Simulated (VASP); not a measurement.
**VASP 6.6.1 run: RbBr**

INCAR

```
ISIF = 2
LWAVE = .FALSE.
NELM = 120
ISMEAR = -1
LREAL = .FALSE.
NBANDS = 15
LCHARG = .FALSE.
EDIFF = 1E-7
ENCUT = 520
SIGMA = 0.02
GGA = PE
LASPH = .TRUE.
PREC = Accurate
NSW = 0
IBRION = -1
ISYM = 0
```

KPOINTS

```
KPOINTS created by Atomic Simulation Environment
0
Gamma
4 4 4
0 0 0
```

POSCAR

```
Rb Br
 1.0000000000000000
     0.0128983229000000    3.8823951874999998    3.8823951874999998
     3.8823951874999998    0.0128983229000000    3.8823951874999998
     3.8823951874999998    3.8823951874999998    0.0128983229000000
 Rb  Br
   1   1
Cartesian
  0.0012502769641612  0.0012502769641612  0.0012502769641612
  1.9431718975108381  1.9431718975108381  1.9431718975108381
```

The recommended PBE PAW datasets give the neutral cell 16 valence electrons.

Command

```
mpirun -np 1 vasp_std
```

OSZICAR

```
N       E                     dE             d eps       ncg     rms          rms(c)
DAV:   1     0.933419730662E+02    0.93342E+02   -0.60342E+03  1080   0.865E+02
DAV:   2     0.211234363504E+01   -0.91230E+02   -0.83644E+02  1553   0.156E+02
DAV:   3    -0.607272672408E+01   -0.81851E+01   -0.81430E+01  1500   0.500E+01
DAV:   4    -0.632452078436E+01   -0.25179E+00   -0.25174E+00  1627   0.827E+00
DAV:   5    -0.632612837148E+01   -0.16076E-02   -0.16076E-02  1486   0.729E-01    0.283E+00
DAV:   6    -0.595360835508E+01    0.37252E+00   -0.46095E-01  1367   0.271E+00    0.184E+00
DAV:   7    -0.590106814741E+01    0.52540E-01   -0.23457E-01  1437   0.198E+00    0.960E-01
DAV:   8    -0.592321396527E+01   -0.22146E-01   -0.24728E-02  1355   0.819E-01    0.153E-01
DAV:   9    -0.592631022103E+01   -0.30963E-02   -0.32568E-03  1143   0.260E-01    0.119E-01
DAV:  10    -0.592802565497E+01   -0.17154E-02   -0.11036E-03  1087   0.206E-01    0.230E-02
DAV:  11    -0.592805903944E+01   -0.33384E-04   -0.10324E-04  1507   0.527E-02    0.943E-03
DAV:  12    -0.592807068211E+01   -0.11643E-04   -0.22978E-05  1094   0.352E-02    0.251E-03
DAV:  13    -0.592807095526E+01   -0.27315E-06   -0.59147E-07  1575   0.469E-03    0.197E-03
DAV:  14    -0.592807101041E+01   -0.55150E-07   -0.28199E-07  1108   0.316E-03
   1 F= -.59280710E+01 E0= -.59280710E+01  d E =-.103229E-10
```

Standard output (part)

```
POSCAR found type information on POSCAR RbBr
 POSCAR found :  2 types and       2 ions
 LDA part: xc-table for (Slater+PW92), standard interpolation
 POSCAR, INCAR and KPOINTS ok, starting setup
 WAVECAR not read
 entering main loop
```

From OUTCAR

```
k-points           NKPTS =     36   k-points in BZ     NKDIM =     36   number of bands    NBANDS=     15

   NELECT =      16.0000    total number of electrons

   dimension x,y,z NGX =    42 NGY =   42 NGZ =   42
   dimension x,y,z NGXF=    84 NGYF=   84 NGZF=   84

  energy-cutoff  :      520.00
  volume of cell :      116.46
      direct lattice vectors                 reciprocal lattice vectors
     0.012898323  3.882395187  3.882395187    -0.129430054  0.129001477  0.129001477
     3.882395187  0.012898323  3.882395187     0.129001477 -0.129430054  0.129001477
     3.882395187  3.882395187  0.012898323     0.129001477  0.129001477 -0.129430054

 k-points in reciprocal lattice and weights: KPOINTS created by Atomic Simulation Env
   0.00000000  0.00000000  0.00000000       0.016
   0.25000000  0.00000000 -0.00000000       0.031
   0.00000000  0.25000000 -0.00000000       0.031
   0.00000000  0.00000000  0.25000000       0.031
   0.50000000  0.00000000 -0.00000000       0.016
   0.00000000  0.50000000 -0.00000000       0.016
   0.00000000  0.00000000  0.50000000       0.016
   0.25000000  0.25000000  0.00000000       0.031
   ...

 E-fermi :  -2.6033

 k-point     1 :       0.0000    0.0000    0.0000
  band No.  band energies     occupation
      1     -27.6931      2.00000
      2     -14.9636      2.00000
      3     -11.7994      2.00000
      4     -11.7994      2.00000
      5     -11.7989      2.00000
      6      -3.1807      2.00000
      7      -3.1764      2.00000
      8      -3.1764      2.00000
      9       0.9759      0.00000
     10       5.0581      0.00000
     11       5.0581      0.00000
     12       6.0118      0.00000
     13       6.0179      0.00000
     14       6.0179      0.00000
     15       6.9718      0.00000

 k-point     2 :       0.2500    0.0000   -0.0000
  band No.  band energies     occupation
      1     -27.6921      2.00000
      2     -14.9854      2.00000
      3     -11.8054      2.00000
      4     -11.8049      2.00000
      5     -11.7756      2.00000
      6      -3.3034      2.00000
      7      -3.1568      2.00000
      8      -3.1537      2.00000
      9       1.7828      0.00000
     10       4.6944      0.00000
     11       4.7130      0.00000
     12       5.0849      0.00000
     13       5.9652      0.00000
     14       6.4724      0.00000
     15       6.5002      0.00000

 k-point     3 :       0.0000    0.2500   -0.0000
  band No.  band energies     occupation
      1     -27.6921      2.00000
      2     -14.9854      2.00000
      3     -11.8054      2.00000
      4     -11.8049      2.00000
      5     -11.7756      2.00000
      6      -3.3034      2.00000
      7      -3.1568      2.00000
      8      -3.1537      2.00000
      9       1.7828      0.00000
     10       4.6944      0.00000
     11       4.7130      0.00000
     12       5.0849      0.00000
     13       5.9652      0.00000
     14       6.4724      0.00000
     15       6.5002      0.00000

 ...

  Total        0.1058270      0.1058265      0.1058272     -0.0115717     -0.0115707     -0.0115709
  in kB        1.4559542      1.4559469      1.4559566     -0.1592021     -0.1591875     -0.1591907
  external PRESSURE =       1.4559525 kB  Pullay stress =       0.0000000 kB

 POSITION                                       TOTAL-FORCE (eV/Angst)
 -----------------------------------------------------------------------------------
      0.00125      0.00125      0.00125         0.004075      0.004075      0.004076
      1.94317      1.94317      1.94317        -0.004075     -0.004075     -0.004076
 -----------------------------------------------------------------------------------
    total drift:                               -0.000029     -0.000029     -0.000030

  FREE ENERGIE OF THE ION-ELECTRON SYSTEM (eV)
  ---------------------------------------------------
  free  energy   TOTEN  =        -5.9280710104 eV

  energy  without entropy=       -5.9280710104  energy(sigma->0) =       -5.92807101
```

It converged. Results: gap between bands v and c on the k mesh 4.07 eV; least direct gap on the k mesh 4.15 eV; pressure 0.1 GPa. Band v is the last that the valence electrons fill when counted band by band, and c is the next.

For comparison, a separate PBE run of the intended cell, on usual settings and not on those above, gives a gap of 4.07 eV on its mesh and a pressure of 0.1 GPa.

The run above took about 53 s on one core of a shared host (Intel Xeon Platinum 8488C) and held 0.26 GiB at most.
